A silicon carbide crystal with the zinc-blende structure is computed with several density-functional programs at the PBE level. All use the same atomic positions and the same mesh of wave vectors. The gap is the energy from the highest filled to the lowest empty level; the direct gap is the smallest such distance at a single wave vector. Two programs have their results hidden: Octopus, which represents the electrons on a grid of points in space, and PySCF, which here uses a small set of Gaussian functions on the atoms.

Kohn-Sham DFT with the PBE functional for zinc-blende SiC (2-atom cell, fixed geometry), without spin polarisation or spin-orbit coupling. All runs use a 10×10×10 k mesh, on which both gaps are taken, and Fermi-Dirac smearing of 0.05 eV. Energies under "basis" are plane-wave cutoffs; PySCF's Gaussian basis, DZVP-MOLOPT-SR, is listed under "potentials".

| program | potentials | basis | gap (eV) | direct gap (eV) |
| --- | --- | --- | --- | --- |
| SIESTA | PseudoDojo 0.4 standard NC | DZP | 1.347 | 4.558 |
| GPAW | GPAW PAW data sets (gpaw data 1.2.1) | 800 eV | 1.349 | 4.542 |
| Quantum ESPRESSO | SSSP 1.3 efficiency PBE | 748 eV | 1.356 | 4.547 |
| Ansatz | Ansatz PAW | 420 eV | 1.359 | 4.546 |
| ABINIT | JTH PAW PBE v2.0 | 517 eV | 1.362 | 4.574 |
| Octopus | pseudodojo_pbe | default | ? | ? |
| ABACUS | PseudoDojo NC SR 0.4.1 PBE standard | 1116 eV | 1.363 | 4.553 |
| JDFTx | PseudoDojo SR PBE 0.5 standard | 1116 eV | 1.363 | 4.553 |
| PySCF | DZVP MOLOPT SR/GTH PBE | default | ? | ? |

**(a) Which levels fix the two gaps, and where do the known programs differ?**

**Solution.** From the known band structure of this crystal, the highest filled level lies at the zone centre Γ and the lowest empty one at the zone-boundary point X. The smallest direct gap is also at X. Both gaps then end on the same empty level, which drops out of their difference:

$$E_\text{direct}-E_\text{gap}=\varepsilon_\text{filled}(\Gamma)-\varepsilon_\text{filled}(X).$$

The difference is thus the fall of the top filled band from Γ to X.

ABINIT shows what this is good for. Its gap is in line with the others, but its direct gap is the largest of the known rows. Its filled band falls by $4.574-1.362=3.212$ eV, against about 3.19 eV in the other plane-wave programs. Measured from the filled level at Γ, the discrepancy therefore sits mainly in the filled level at X, and the ordinary gap hides it.

**(b) Predict both gaps for Octopus and PySCF, with error bars.**

**Solution.** Crystal and functional are shared, so each program should approach the same gap once its basis is complete. What remains comes from the potentials that replace the atomic cores. The simplest model is a constant, the mean of the six plane-wave rows:

$$E_\text{gap}=\frac{1.349+1.356+1.359+1.362+1.363+1.363}{6}=1.359\ \text{eV}.$$

The same mean for the direct gap is 4.553 eV. SIESTA is left out because its small atomic-orbital basis (DZP) brings an error of its own.

For Octopus the forecast is a gap of 1.36 ± 0.04 eV and a direct gap of 4.55 ± 0.04 eV. Its potentials belong to the PseudoDojo family, which ABACUS and JDFTx also use. A grid that is too coarse can move a gap either way, so the centre stays put. The bars are judgements, wider than the scatter of the plane-wave rows.

PySCF is harder. In a fixed potential, a restricted basis raises the levels, and usually the empty ones more, because the functions were made to describe filled states. That argues for too large a gap, yet SIESTA's is slightly too small. With the two hints in conflict, the centre is left unshifted and the bars are widened: 1.36 ± 0.10 eV for the gap and 4.55 ± 0.15 eV for the direct gap.

SIESTA gives a further reason for caution. Its first empty level at Γ lies about 1.1 eV higher above the filled band than in JDFTx. The single level that comes first in JDFTx is pushed up at least that far in SIESTA. A likely reason is that it spreads into the space between the atoms, where short-ranged orbitals describe it poorly. Measured from the filled level at Γ, the empty level at X still comes out close to the plane-wave value, but another small basis need not be so fortunate.

**(c) Compare the forecasts with the computed values. What do the misses teach?**

The withheld rows as computed:

| program | potentials | basis | gap (eV) | direct gap (eV) |
| --- | --- | --- | --- | --- |
| Octopus | pseudodojo_pbe | default | 1.362 | 4.553 |
| PySCF | DZVP MOLOPT SR/GTH PBE | default | 1.415 | 4.585 |

**Solution.** The first table lists its rows in order of the gap, a hint that the forecasts did not use. Octopus lands within 0.004 eV of both forecasts, far inside its error bars. Its gap agrees to 0.001 eV with those of ABACUS and JDFTx. With potentials of one family, a grid and plane waves thus give the same answer. SIESTA also uses this family but comes out 0.016 eV lower, which points to its small basis as the cause.

PySCF lies above the model by $1.415-1.359=0.056$ eV, inside the bar but far outside the plane-wave scatter. The relation in (a) divides this miss. The direct gap at X is too large by $4.585-4.553=0.032$ eV. The other 0.024 eV arises because the filled band falls less from Γ to X than in the plane-wave mean. This does not show which level is at fault, since gaps fix only differences between levels. A small basis that raises the empty level at X would fit the sign of the miss. The zone centre offers a hint in that direction: measured from the filled band, PySCF's first empty level at Γ lies about 1.1 eV higher than in JDFTx, much as in SIESTA, which suggests that this basis too describes some empty levels poorly. But PySCF also has potentials of another family (GTH), so the miss in the gap cannot be assigned to its basis alone.

For someone choosing a program, the two small orbital sets carry the useful warning: SIESTA's gap is slightly smaller than those of the plane-wave programs with potentials of the same family, while PySCF's is clearly larger than every plane-wave value. How far one program with a small basis misses is thus no guide to another. Nor does a good gap vouch for other properties. For this same crystal SIESTA gives a pressure of 6.6 GPa, ABACUS one of 3.2 GPa.

Agreement between programs is also not agreement with nature. PBE is known to make the gaps of such semiconductors too small, and all these programs share that error. A series that changed the functional instead of the program, say to a hybrid with some exact exchange, would be expected to move the gap far more than the change of program does here.
